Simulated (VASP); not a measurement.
# InP (F-43m) in VASP: further runs

Aim: see how the results for InP move with the level of theory and the settings. Levels: AM05, PBE. Tasks: band structure, G0W0 quasiparticle levels.

All numbers are computed with VASP 6.6.1; they aren't measurements. Logs are shortened: lines on timing, memory, paths and dates and some standing lists are left out, and cuts for length are marked.

**Measured values to compare with.**

A printed reference work, data compilation reports, for a bulk crystal of InP at 1.6 K: band gap 1.4236 eV (direct).

The results are compared with them further down.

**1. Starting point**

The structure is cubic, space group F-43m (No. 216). The conventional cell has a = 5.861 Å, b = 5.861 Å, c = 5.861 Å, α = 90.00°, β = 90.00°, γ = 90.00°. Around In (site symmetry -43m) lie 4 P at 2.54 Å. P (site symmetry -43m) has 4 In at 2.54 Å as nearest neighbours.

**2. Band structure, AM05**

POSCAR reads:

```
InP
1.0
    0.0000000000      2.9305000000      2.9305000000
    2.9305000000      0.0000000000      2.9305000000
    2.9305000000      2.9305000000      0.0000000000
In P
1 1
Direct
    0.0000000000      0.0000000000      0.0000000000
    0.7500000000      0.7500000000      0.7500000000
```

INCAR.step1 reads:

```
  PREC = Accurate
  ENCUT = 520
  EDIFF = 1E-6
  ISMEAR = -1
  SIGMA = 0.05
  LREAL = False
  LASPH = True
  NELM = 80
  ALGO = Fast
  ISIF = 2
  LWAVE = False
  LCHARG = True
  GGA = AM
  NBANDS = 16
```

KPOINTS.step1 reads:

```
Automatic mesh
0
Gamma
  8 8 8
```

INCAR.step2 reads:

```
  PREC = Accurate
  ENCUT = 520
  EDIFF = 1E-6
  ISMEAR = 0
  SIGMA = 0.05
  LREAL = False
  LASPH = True
  NELM = 80
  ALGO = Fast
  ISIF = 2
  LWAVE = False
  LCHARG = False
  GGA = AM
  NBANDS = 16
  ICHARG = 11
```

KPOINTS.step2 reads:

```
path GXWKGLUWLK,UX
15
line-mode
reciprocal
 0.0000000000  0.0000000000  0.0000000000  G
 0.5000000000  0.0000000000  0.5000000000  X

 0.5000000000  0.0000000000  0.5000000000  X
 0.5000000000  0.2500000000  0.7500000000  W

 0.5000000000  0.2500000000  0.7500000000  W
 0.3750000000  0.3750000000  0.7500000000  K

 0.3750000000  0.3750000000  0.7500000000  K
 0.0000000000  0.0000000000  0.0000000000  G

 0.0000000000  0.0000000000  0.0000000000  G
 0.5000000000  0.5000000000  0.5000000000  L

 0.5000000000  0.5000000000  0.5000000000  L
 0.6250000000  0.2500000000  0.6250000000  U

 0.6250000000  0.2500000000  0.6250000000  U
 0.5000000000  0.2500000000  0.7500000000  W

 0.5000000000  0.2500000000  0.7500000000  W
 0.5000000000  0.5000000000  0.5000000000  L

 0.5000000000  0.5000000000  0.5000000000  L
 0.3750000000  0.3750000000  0.7500000000  K

 0.6250000000  0.2500000000  0.6250000000  U
 0.5000000000  0.0000000000  0.5000000000  X
```

Potentials or basis: VASP PAW PBE potentials, release 64 (In_d, P).

Run with:

```
$ cat potpaw_PBE.64/In_d/POTCAR potpaw_PBE.64/P/POTCAR > POTCAR
$ cp INCAR.step1 INCAR
$ cp KPOINTS.step1 KPOINTS
$ mpirun -np 1 vasp_std > vasp.out
$ cp INCAR.step2 INCAR
$ cp KPOINTS.step2 KPOINTS
$ mpirun -np 1 vasp_std > vasp.out
```

OUTCAR:

```text
PREC = Accurate
   ENCUT = 520
   EDIFF = 1E-6
   ISMEAR = 0
   LREAL = False
   LASPH = True
   NELM = 80
   ISIF = 2
   GGA = AM
   ICHARG = 11

 ion  position               nearest neighbor table
   1  0.000  0.000  0.000-   2 2.54   2 2.54   2 2.54   2 2.54
   2  0.750  0.750  0.750-   1 2.54   1 2.54   1 2.54   1 2.54

  LATTYP: Found a face centered cubic cell.
 ALAT       =     5.8610000000

  Lattice vectors:

 A1 = (   0.0000000000,   2.9305000000,   2.9305000000)
 A2 = (   2.9305000000,   0.0000000000,   2.9305000000)
 A3 = (   2.9305000000,   2.9305000000,   0.0000000000)

Analysis of symmetry for initial positions (statically):
=====================================================================
 Subroutine PRICEL returns:
 Original cell was already a primitive cell.

 Routine SETGRP: Setting up the symmetry group for a
 face centered cubic supercell.

 Subroutine GETGRP returns: Found 24 space group operations
 (whereof 24 operations were pure point group operations)
 out of a pool of 48 trial point group operations.

The static configuration has the point symmetry T_d .

Analysis of symmetry for dynamics (positions and initial velocities):
=====================================================================
 Subroutine PRICEL returns:
 Original cell was already a primitive cell.

 Routine SETGRP: Setting up the symmetry group for a
 face centered cubic supercell.

 Subroutine GETGRP returns: Found 24 space group operations
 (whereof 24 operations were pure point group operations)
 out of a pool of 48 trial point group operations.

The dynamic configuration has the point symmetry T_d .

 Subroutine INISYM returns: Found 24 space group operations
 (whereof 24 operations are pure point group operations),
 and found     1 'primitive' translations

----------------------------------------------------------------------------------------

                                     Primitive cell

  volume of cell :      50.3333

  direct lattice vectors                    reciprocal lattice vectors
     0.000000000  2.930500000  2.930500000    -0.170619348  0.170619348  0.170619348
     2.930500000  0.000000000  2.930500000     0.170619348 -0.170619348  0.170619348
     2.930500000  2.930500000  0.000000000     0.170619348  0.170619348 -0.170619348

  length of vectors
     4.144352845  4.144352845  4.144352845     0.295521380  0.295521380  0.295521380

  position of ions in fractional coordinates (direct lattice)
     0.000000000  0.000000000  0.000000000
     0.750000000  0.750000000  0.750000000

  ion indices of the primitive-cell ions
   primitive index   ion index
                 1           1
                 2           2

----------------------------------------------------------------------------------------

 KPOINTS: path GXWKGLUWLK,UX

Interpolating k-points between supplied coordinates.

 Line segments in fractional coordinates (reciprocal lattice):
    0.000000  0.000000  0.000000  ...  0.500000  0.000000  0.500000
    0.500000  0.000000  0.500000  ...  0.500000  0.250000  0.750000
    0.500000  0.250000  0.750000  ...  0.375000  0.375000  0.750000
    0.375000  0.375000  0.750000  ...  0.000000  0.000000  0.000000
    0.000000  0.000000  0.000000  ...  0.500000  0.500000  0.500000
    0.500000  0.500000  0.500000  ...  0.625000  0.250000  0.625000
    0.625000  0.250000  0.625000  ...  0.500000  0.250000  0.750000
    0.500000  0.250000  0.750000  ...  0.500000  0.500000  0.500000
    0.500000  0.500000  0.500000  ...  0.375000  0.375000  0.750000
    0.625000  0.250000  0.625000  ...  0.500000  0.000000  0.500000

 Generated    15 points on each line segment, for a total of    150 k-points:

 Following reciprocal coordinates:
            Coordinates               Weight
  0.000000  0.000000  0.000000      0.006667
  0.035714  0.000000  0.035714      0.006667
  0.071429  0.000000  0.071429      0.006667
  0.107143  0.000000  0.107143      0.006667
  0.142857  0.000000  0.142857      0.006667
  0.178571  0.000000  0.178571      0.006667
[... 16 lines left out ...]
  0.500000  0.125000  0.625000      0.006667
  0.500000  0.142857  0.642857      0.006667
 [... further k-points ...]
   k-points           NKPTS =    150   k-points in BZ     NKDIM =    150   number of bands    NBANDS=     16
   number of dos      NEDOS =    301   number of ions     NIONS =      2
   total plane-waves  NPLWV =  32768
   dimension x,y,z NGX =    32 NGY =   32 NGZ =   32
   dimension x,y,z NGXF=    64 NGYF=   64 NGZF=   64
   ions per type =               1   1
   NGX,Y,Z   is equivalent  to a cutoff of  12.84, 12.84, 12.84 a.u.
   NGXF,Y,Z  is equivalent  to a cutoff of  25.67, 25.67, 25.67 a.u.
 SYSTEM =  unknown system
   PREC   = accura    normal or accurate (medium, high low for compatibility)
   ISTART =      0    job   : 0-new  1-cont  2-samecut
   ICHARG =     11    charge: 1-file 2-atom 10-const
   ISPIN  =      1    spin polarized calculation?
   LNONCOLLINEAR =      F non collinear calculations
   LSORBIT =      F    spin-orbit coupling
   LASPH  =      T    aspherical Exc in radial PAW
   ENCUT  =  520.0 eV  38.22 Ry    6.18 a.u.   7.71  7.71  7.71*2*pi/ulx,y,z
   NELM   =     80;   NELMIN=  2; NELMDL=  0     # of ELM steps
   EDIFF  = 0.1E-05   stopping-criterion for ELM
   LREAL  =      F    real-space projection
   EDIFFG = 0.1E-04   stopping-criterion for IOM
   NSW    =      0    number of steps for IOM
   IBRION =     -1    ionic relax: 0-MD 1-quasi-New 2-CG
   NFREE  =      0    steps in history (QN), initial steepest desc. (CG)
   ISIF   =      2    stress and relaxation
   ISYM   =      2    0-nonsym 1-usesym 2-fastsym
   POTIM  = 0.5000    time-step for ionic-motion
   TEBEG  =    0.0;   TEEND  =   0.0 temperature during run
   PSTRESS=    0.0 pullay stress
   NELECT =      18.0000    total number of electrons
   NUPDOWN=      -1.0000    fix difference up-down
   EMIN   =  10.00;   EMAX   =-10.00  energy-range for DOS
   EFERMI =   0.00;   METHOD = LEGACY
   ISMEAR =     0;   SIGMA  =   0.05  broadening in eV -4-tet -1-fermi 0-gaus
   EFERMI_NEDOS =   21; number of points for ismear=-14 and -15
   IALGO  =     68    algorithm
   IMIX   =      4    mixing-type and parameters
     AMIX     =   0.40;   BMIX     =  1.00
     AMIX_MAG =   1.60;   BMIX_MAG =  1.00
  volume/ion in A,a.u.               =      25.17       169.83
  Fermi-wavevector in a.u.,A,eV,Ry     =   1.162021  2.195901 18.371846  1.350293
  Thomas-Fermi vector in A             =   2.298587
   LORBIT       =      0    0 simple, 1 ext, 2 COOP (PROOUT), +10 PAW based schemes
   GGA     = AM    functional components
   LHFCALC =     F    Hartree Fock is set to
   AEXX    =    0.0000 exact exchange contribution
   IVDW    =     0    specifies the selected vdW correction
   LEPSILON=     F    determine dielectric tensor
   LRPA    =     F    only Hartree local field effects (RPA)
 non-spin polarized calculation
 RMM-DIIS sequential band-by-band and
 Gauss-broadening in eV      SIGMA  =   0.05
  energy-cutoff  :      520.00
  volume of cell :       50.33
 maximum number of plane-waves:      1380
 NGX is ok and might be reduce to    32

 number of electron      18.0000005 magnetization

 Free energy of the ion-electron system (eV)
  ---------------------------------------------------
  ext. energy  EPLUGINS =         0.00000000
  ---------------------------------------------------
  free energy    TOTEN  =        -8.87211443 eV

  energy without entropy =       -8.87211443  energy(sigma->0) =       -8.87211443

 E-fermi :   5.3944     XC(G=0):  -9.3296

 val. band max:        5.1497574948   @ k =   0.0000   0.0000   0.0000
 cond. band min:       5.8544322078   @ k =   0.0000   0.0000   0.0000
 fundamental gap:      0.7046747130
 Fermi energy:         5.3943782080

 k-point     1 :       0.0000    0.0000    0.0000
  band No.  band energies     occupation
      1      -9.0198      2.00000
      2      -9.0198      2.00000
      3      -9.0198      2.00000
      4      -8.8651      2.00000
      5      -8.8651      2.00000
      6      -6.3647      2.00000
[... 8 lines left out ...]
     15      14.5851      0.00000
     16      14.5851      0.00000

 k-point     2 :       0.0357    0.0000    0.0357
  band No.  band energies     occupation
      1      -9.0228      2.00000
      2      -9.0185      2.00000
      3      -9.0185      2.00000
      4      -8.8656      2.00000
      5      -8.8647      2.00000
      6      -6.3449      2.00000
[... 8 lines left out ...]
     15      14.3405      0.00000
     16      14.5968      0.00000

 k-point     3 :       0.0714    0.0000    0.0714
  band No.  band energies     occupation
      1      -9.0313      2.00000
      2      -9.0148      2.00000
      3      -9.0148      2.00000
      4      -8.8671      2.00000
      5      -8.8634      2.00000
      6      -6.2857      2.00000
[... 8 lines left out ...]
     15      14.1336      0.00000
     16      14.6317      0.00000

 k-point     4 :       0.1071    0.0000    0.1071
  band No.  band energies     occupation
      1      -9.0447      2.00000
      2      -9.0087      2.00000
      3      -9.0087      2.00000
      4      -8.8696      2.00000
      5      -8.8613      2.00000
      6      -6.1884      2.00000
[... 8 lines left out ...]
     15      14.6014      0.00000
     16      14.6892      0.00000
[... 324 lines left out ...]
 k-point    22 :       0.5000    0.1071    0.6071
  band No.  band energies     occupation
      1      -9.1937      2.00000
      2      -8.9301      2.00000
      3      -8.9209      2.00000
      4      -8.9032      2.00000
      5      -8.8357      2.00000
      6      -3.9231      2.00000
[... 8 lines left out ...]
     15      16.2835      0.00000
     16      16.9909      0.00000

 k-point    23 :       0.5000    0.1250    0.6250
  band No.  band energies     occupation
      1      -9.1901      2.00000
      2      -8.9350      2.00000
      3      -8.9213      2.00000
      4      -8.9005      2.00000
      5      -8.8377      2.00000
      6      -3.9142      2.00000
[... 8 lines left out ...]
     15      16.3392      0.00000
     16      17.1301      0.00000

 k-point    24 :       0.5000    0.1429    0.6429
  band No.  band energies     occupation
      1      -9.1863      2.00000
      2      -8.9400      2.00000
      3      -8.9217      2.00000
      4      -8.8978      2.00000
      5      -8.8399      2.00000
      6      -3.9052      2.00000
[... 8 lines left out ...]
     15      16.3606      0.00000
     16      17.0624      0.00000

 [... further k-points ...]

------------------------ aborting loop because EDIFF is reached ----------------------------------------

  FORCE on cell =-STRESS in cart. coord.  units (eV):
  Direction    XX          YY          ZZ          XY          YZ          ZX
  --------------------------------------------------------------------------------------
  -------------------------------------------------------------------------------------
  Total       -0.5575029     -0.5575029     -0.5575029      0.0000000      0.0000000      0.0000000
  in kB      -17.7460833    -17.7460833    -17.7460833      0.0000000      0.0000000      0.0000000
  external PRESSURE =     -17.7460833 kB  Pullay stress =       0.0000000 kB

 VOLUME and BASIS-vectors are now :
 -----------------------------------------------------------------------------
  energy-cutoff  :      520.00
  volume of cell :       50.33
      direct lattice vectors                 reciprocal lattice vectors
     0.000000000  2.930500000  2.930500000    -0.170619348  0.170619348  0.170619348
     2.930500000  0.000000000  2.930500000     0.170619348 -0.170619348  0.170619348
     2.930500000  2.930500000  0.000000000     0.170619348  0.170619348 -0.170619348

 POSITION                                       TOTAL-FORCE (eV/Angst)
 -----------------------------------------------------------------------------------
      0.00000      0.00000      0.00000        -0.000000     -0.000000     -0.000000
      4.39575      4.39575      4.39575         0.000000      0.000000      0.000000
 -----------------------------------------------------------------------------------
    total drift:                                0.000000      0.000000      0.000000

  FREE ENERGIE OF THE ION-ELECTRON SYSTEM (eV)
  ---------------------------------------------------
  free  energy   TOTEN  =        -8.8721144297 eV

  energy  without entropy=       -8.8721144297  energy(sigma->0) =       -8.87211443
```

It took 44 s on 1 thread of Intel Xeon 6975P-C (Granite Rapids), shared host; peak memory 0.25 GiB.

Results:

| Item | Value |
| --- | --- |
| Band gap on the k mesh | 0.70 eV, direct |
| Band gap along the path | 0.70 eV, direct |

Levels at the corners of the path, in eV from the valence-band top:
```
point  band 5  band 6  band 7  band 8  band 9  band 10  band 11  band 12  band 13  band 14
    Γ  -14.01  -11.51    0.00    0.00    0.00     0.70     4.04     4.04     4.04     8.54
    X  -13.98   -9.10   -5.80   -2.34   -2.34     1.75     2.23     9.21     9.56     9.56
    X  -13.98   -9.10   -5.80   -2.34   -2.34     1.75     2.23     9.21     9.56     9.56
    W  -14.00   -9.02   -5.65   -2.97   -2.93     4.29     4.35     5.54     6.19    10.16
    W  -14.00   -9.02   -5.65   -2.97   -2.93     4.29     4.35     5.54     6.19    10.16
    K  -13.99   -9.12   -5.66   -3.32   -1.96     2.34     4.37     7.48     7.53     8.24
    K  -13.99   -9.12   -5.66   -3.32   -1.96     2.34     4.37     7.48     7.53     8.24
    Γ  -14.01  -11.51    0.00    0.00    0.00     0.70     4.04     4.04     4.04     8.54
    Γ  -14.01  -11.51    0.00    0.00    0.00     0.70     4.04     4.04     4.04     8.54
    L  -14.00   -9.77   -5.77   -0.98   -0.98     1.47     4.78     4.78     7.11     9.46
    L  -14.00   -9.77   -5.77   -0.98   -0.98     1.47     4.78     4.78     7.11     9.46
    U  -13.99   -9.12   -5.66   -3.32   -1.96     2.34     4.37     7.48     7.53     8.24
    U  -13.99   -9.12   -5.66   -3.32   -1.96     2.34     4.37     7.48     7.53     8.24
    W  -14.00   -9.02   -5.65   -2.97   -2.93     4.29     4.35     5.54     6.19    10.16
    W  -14.00   -9.02   -5.65   -2.97   -2.93     4.29     4.35     5.54     6.19    10.16
    L  -14.00   -9.77   -5.77   -0.98   -0.98     1.47     4.78     4.78     7.11     9.46
    L  -14.00   -9.77   -5.77   -0.98   -0.98     1.47     4.78     4.78     7.11     9.46
    K  -13.99   -9.12   -5.66   -3.32   -1.96     2.34     4.37     7.48     7.53     8.24
    U  -13.99   -9.12   -5.66   -3.32   -1.96     2.34     4.37     7.48     7.53     8.24
    X  -13.98   -9.10   -5.80   -2.34   -2.34     1.75     2.23     9.21     9.56     9.56
```

Caveat: the log is that of the step along the path at fixed density, whose energy, stress, charges and moments have no meaning; the PAW data sets were made with another functional, which shifts forces and pressure a little; spin-orbit coupling is left out, which moves the levels of the heavy elements.

(Part 1 of 2 ends here.)
